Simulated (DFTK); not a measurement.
# SiC (P6_3mc) in DFTK: reference runs

Reference runs on SiC: the cell as given.

Everything below comes from runs of DFTK 0.8.2. Logs are shortened: lines on timing, memory, paths and dates and some standing lists are left out, and cuts for length are marked.

### Step 1. Starting point

The structure is hexagonal, space group P6_3mc (No. 186). Conventional cell: a = 3.076 Å, b = 3.076 Å, c = 10.071 Å, α = 90.00°, β = 90.00°, γ = 120.00°. Around Si (site symmetry 3m) lie 4 C at 1.88 to 1.89 Å. Si (site symmetry 3m) is surrounded by 4 C at 1.88 to 1.89 Å. C (site symmetry 3m) has 4 Si at 1.88 to 1.89 Å as nearest neighbours. Around C (site symmetry 3m) lie 4 Si at 1.88 to 1.89 Å.

The cell is a database's computed one.

### Step 2. Single point, PBE

run.jl reads:

```julia
using DFTK
using PseudoPotentialData
using Unitful, UnitfulAtomic
using LinearAlgebra, Printf
include("save.jl")
disable_threading()

# lattice vectors are the columns
lattice = austrip(1u"Å") * [  3.0756941497  -1.5378470748            0.0;
                      0.0   2.6636292679            0.0;
                      0.0            0.0    10.07064648]
symbols   = [:Si, :Si, :Si, :Si, :C, :C, :C, :C]
positions = [[0.0, 0.0, 0.18789438],
             [0.0, 0.0, 0.68789438],
             [0.3333333333, 0.6666666667, 0.43784198],
             [0.6666666667, 0.3333333333, 0.93784198],
             [0.0, 0.0, 0.00046005],
             [0.0, 0.0, 0.50046005],
             [0.3333333333, 0.6666666667, 0.24980259],
             [0.6666666667, 0.3333333333, 0.74980259]]
pseudopotentials = PseudoFamily("dojo.nc.sr.pbe.v0_4_1.standard.upf")
elements = Dict(s => ElementPsp(s, pseudopotentials) for s in unique(symbols))
atoms    = [elements[s] for s in symbols]

build_model(lattice, positions; symmetries=true) =
    model_DFT(lattice, atoms, positions;
              functionals=PBE(),
              temperature=austrip(0.05u"eV"),
              smearing=Smearing.FermiDirac(),
              symmetries)
Ecut  = 41.0  # hartree
kgrid = [10, 10, 3]
tol   = 1e-6
to_GPa = ustrip(uconvert(u"GPa", 1u"hartree/bohr^3"))

model = build_model(lattice, positions)
basis = PlaneWaveBasis(model; Ecut, kgrid)
display(basis)
scfres = self_consistent_field(basis;
                               tol,
                               nbandsalg=AdaptiveBands(model; n_bands_converge=21))
display(scfres.energies)
@printf "Fermi level: %.6f eV\n" ustrip(auconvert(u"eV", something(scfres.εF, NaN)))
forces = compute_forces_cart(scfres)
println("Forces (eV/Å)")
for (s, f) in zip(symbols, forces)
    @printf "%-3s %12.6f %12.6f %12.6f\n" s ustrip.(auconvert.(u"eV/Å", f))...
end
stress = compute_stresses_cart(scfres)
println("Stress (GPa)")
display(round.(stress * to_GPa; digits=4))
println("Levels at the first k-point (eV): ", round.(ustrip.(auconvert.(u"eV", scfres.eigenvalues[1][1:scfres.n_bands_converge])); digits=4))
save_scf!(scfres; forces, stress)
```

Potentials or basis: dojo.nc.sr.pbe.v0_4_1.standard.upf (PBE).

On the command line:

```
julia --threads=1 run.jl  # save.jl only writes the numbers to a file and isn't shown; printed stress counts tension as positive; times include loading and compiling
```

What it wrote:

```text
PlaneWaveBasis discretization:

    Ecut                 : 41.0 Ha
    fft_size             : (36, 36, 120), 155520 total points
    kgrid                : MonkhorstPack([10, 10, 3])
    num.   red. kpoints  : 300
    num. irred. kpoints  : 42

    Discretized Model(gga_x_pbe+gga_c_pbe, 3D):
        lattice (in Bohr)    : [5.81222   , -2.90611  , 0         ]
                               [0         , 5.03353   , 0         ]
                               [0         , 0         , 19.0308   ]
        unit cell volume     : 556.76 Bohr³

        atoms                : C₄Si₄
        pseudopot. family    : PseudoFamily("dojo.nc.sr.pbe.v0_4_1.standard.upf")

        num. electrons       : 32
        spin polarization    : none
        temperature          : 0.0018375 Ha
        smearing             : DFTK.Smearing.FermiDirac()

        terms                : Kinetic()
                               AtomicLocal()
                               AtomicNonlocal()
                               Ewald(nothing)
                               PspCorrection()
                               Hartree()
                               Xc(gga_x_pbe, gga_c_pbe)
                               Entropy()
n     Energy            log10(ΔE)   log10(Δρ)   Diag   Δtime
---   ---------------   ---------   ---------   ----   ------
  1   -40.73109130874                   -0.28    7.4    41.4s
  2   -41.05251505361       -0.49       -0.78    4.3    33.2s
  3   -41.07905647065       -1.58       -1.43    4.7    41.2s
  4   -41.07970116026       -3.19       -2.14    1.8    23.5s
  5   -41.07979671807       -4.02       -3.02    3.3    24.2s
  6   -41.07980235953       -5.25       -3.28    5.1    33.3s
  7   -41.07980257022       -6.68       -3.77    1.8    18.6s
  8   -41.07980261988       -7.30       -4.01    3.6    24.7s
  9   -41.07980262781       -8.10       -4.36    1.5    17.6s
 10   -41.07980263082       -8.52       -5.66    3.0    22.3s
 11   -41.07980263088      -10.24       -5.17    7.6    49.3s
 12   -41.07980263092      -10.37       -5.56    2.6    29.4s
 13   -41.07980263093      -11.10       -6.81    2.5    23.3s
Energy breakdown (in Ha):
    Kinetic             23.5939388
    AtomicLocal         -16.5412791
    AtomicNonlocal      1.0379109
    Ewald               -41.8766357
    PspCorrection       3.1396733
    Hartree             4.6936813
    Xc                  -15.1270920
    Entropy             -0.0000000

    total               -41.079802630927
Fermi level: 8.048653 eV
Forces (eV/Å)
Si     -0.000000     0.000000     0.000406
Si      0.000000    -0.000000     0.000406
Si      0.000000    -0.000000    -0.005816
Si     -0.000000     0.000000    -0.005816
C       0.000000    -0.000000    -0.002411
C      -0.000000     0.000000    -0.002411
C       0.000000    -0.000000     0.007821
C      -0.000000     0.000000     0.007821
Stress (GPa)
3×3 StaticArraysCore.SMatrix{3, 3, Float64, 9} with indices SOneTo(3)×SOneTo(3):
 -3.9322  -0.0      0.0
  0.0     -3.9322   0.0
 -0.0     -0.0     -3.795
Levels at the first k-point (eV): [-8.5781, -7.399, -7.362, -5.0019, -1.7021, 2.5413, 2.5821, 5.7445, 5.7445, 6.2063, 6.2063, 6.3486, 6.3486, 6.8802, 6.933, 6.933, 12.047, 12.6267, 13.2461, 13.2722, 13.9299]
```

Wall time 11 min (1 thread of AMD EPYC 7R43 (Zen 3), shared host); peak memory 3.8 GiB.

What came out:

| Property | Result |
| --- | --- |
| Free energy | -1117.8384 eV |
| Pressure | 3.9 GPa |
| Largest force | 0.008 eV/Å |
| Band gap on the k mesh | 2.23 eV, indirect (least direct gap 3.36 eV) |

Forces in eV/Å, atoms in the order of the input:
```
Si   0.000  0.000  0.000
Si   0.000  0.000  0.000
Si   0.000  0.000 -0.006
Si   0.000  0.000 -0.006
C    0.000  0.000 -0.002
C    0.000  0.000 -0.002
C    0.000  0.000  0.008
C    0.000  0.000  0.008
```

Levels at points of the mesh, in eV from the valence-band top:
```csv
k point,band 14,band 15,band 16,band 17,band 18,band 19
"(0.00, 0.00, 0.00)",-0.05,0.00,0.00,5.11,5.69,6.31
"(-0.50, 0.00, 0.00)",-2.23,-1.58,-1.12,2.23,2.36,4.24
```

Caveat: an odd mesh through Γ misses points on the zone boundary, where band edges often lie.
